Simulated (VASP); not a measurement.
# LiF, deformation potentials: which settings are enough?

LiF, P6_3mc (no. 186), 4 atoms in the cell. PBE, strained cells; PAW potentials F, Li_sv (PBE set). VASP 6.6.1.

Wanted: gap against ln V within 0.1 eV.

The series start from Relative volume step: 0.02; Cutoff (eV): 630; k-point spacing (1/Å): 0.3. Each series keeps the choices made before it, and each single choice may use up half of a tolerance. Times cover all steps of a run.

## Relative volume step

| Relative volume step | Gap against ln V (eV) | Time (s) |
|---|---|---|
| 0.06 | -5.09 | 84 |
| 0.02 | -5.14 | 76 |
| 0.01 (reference) | -5.12 | 72 |

Chosen: 0.06, the loosest value from which every tighter one stays within half of the tolerance.

## Cutoff (eV)

| Cutoff (eV) | Gap against ln V (eV) | Time (s) |
|---|---|---|
| 400 | -5.07 | 62 |
| 500 | -5.09 | 68 |
| 630 | -5.09 | 84 |
| 800 (reference) | -5.10 | 86 |

Chosen: 400.

## k-point spacing (1/Å)

| k-point spacing (1/Å) | Gap against ln V (eV) | Time (s) |
|---|---|---|
| 0.9 | -5.07 | 54 |
| 0.5 | -5.09 | 55 |
| 0.3 | -5.07 | 62 |
| 0.2 (reference) | -5.08 | 72 |

Chosen: 0.9.

## All choices together

| Input | Gap against ln V (eV) | Time (s) |
|---|---|---|
| quick settings (naive) | -4.20 | 54 |
| chosen settings | -5.07 | 54 |
| reference settings throughout | -5.15 | 108 |

The tolerance is met.

## The input

INCAR.step1:
```
SYSTEM = LiF
PREC = Accurate
ENCUT = 750
EDIFF = 1E-7
ISMEAR = 0
SIGMA = 0.05
ALGO = Normal
LREAL = .FALSE.
LASPH = .TRUE.
NELM = 100
LWAVE = .FALSE.
LCHARG = .FALSE.
IBRION = 2
NSW = 30
ISIF = 3
EDIFFG = -0.005
KPAR = 4
```

INCAR.step2, as INCAR.step1 but for:
```
- ENCUT = 750
- EDIFF = 1E-7
- NSW = 30
- ISIF = 3
+ ENCUT = 400
+ EDIFF = 1E-6
+ NSW = 15
```

KPOINTS.step1:
```
k-points
0
Gamma
  8 8 5
```

KPOINTS.step2:
```
Automatic mesh
0
Gamma
  3 3 2
  0 0 0
```

POSCAR.step1:
```
LiF
1.0
    3.0609398200      0.0000000000      0.0000000000
   -1.5304699100      2.6508516400      0.0000000000
    0.0000000000      0.0000000000      4.8073245700
F Li
2 2
Direct
    0.6666666700      0.3333333300      0.4938437400
    0.3333333300      0.6666666700      0.9938437400
    0.6666666700      0.3333333300      0.8811542600
    0.3333333300      0.6666666700      0.3811542600
```

POSCAR.step2:
```
LiF
1.0
    3.1181066149      0.0000000000      0.0000000000
   -1.5590533075      2.7003595365      0.0000000000
    0.0000000000      0.0000000000      4.8852477321
F Li
2 2
Direct
    0.6666666700      0.3333333300      0.4938890970
    0.3333333300      0.6666666700      0.9938890970
    0.6666666700      0.3333333300      0.8811089030
    0.3333333300      0.6666666700      0.3811089030
```

POSCAR.step3:
```
LiF
1.0
    3.1792614863      0.0000000000      0.0000000000
   -1.5896307431      2.7533212085      0.0000000000
    0.0000000000      0.0000000000      4.9810612284
F Li
2 2
Direct
    0.6666666700      0.3333333300      0.4938890970
    0.3333333300      0.6666666700      0.9938890970
    0.6666666700      0.3333333300      0.8811089030
    0.3333333300      0.6666666700      0.3811089030
```

POSCAR.step4:
```
LiF
1.0
    3.0544539255      0.0000000000      0.0000000000
   -1.5272269627      2.6452346905      0.0000000000
    0.0000000000      0.0000000000      4.7855208160
F Li
2 2
Direct
    0.6666666700      0.3333333300      0.4938890970
    0.3333333300      0.6666666700      0.9938890970
    0.6666666700      0.3333333300      0.8811089030
    0.3333333300      0.6666666700      0.3811089030
```

Commands (each step's output is kept before the next begins):
```
cat potpaw_PBE.64/F/POTCAR potpaw_PBE.64/Li_sv/POTCAR > POTCAR
cp INCAR.step1 INCAR
cp KPOINTS.step1 KPOINTS
cp POSCAR.step1 POSCAR
mpirun -np 4 vasp_std > vasp.out
rm WAVECAR CHG
cp INCAR.step2 INCAR
cp KPOINTS.step2 KPOINTS
cp POSCAR.step2 POSCAR
mpirun -np 4 vasp_std > vasp.out
rm WAVECAR CHG
cp POSCAR.step3 POSCAR
mpirun -np 4 vasp_std > vasp.out
rm WAVECAR CHG
cp POSCAR.step4 POSCAR
mpirun -np 4 vasp_std > vasp.out
```

The chosen input took VASP 6.6.1 54 s on 4 cores (AMD EPYC 9R14 (Zen 4)), a shared host.
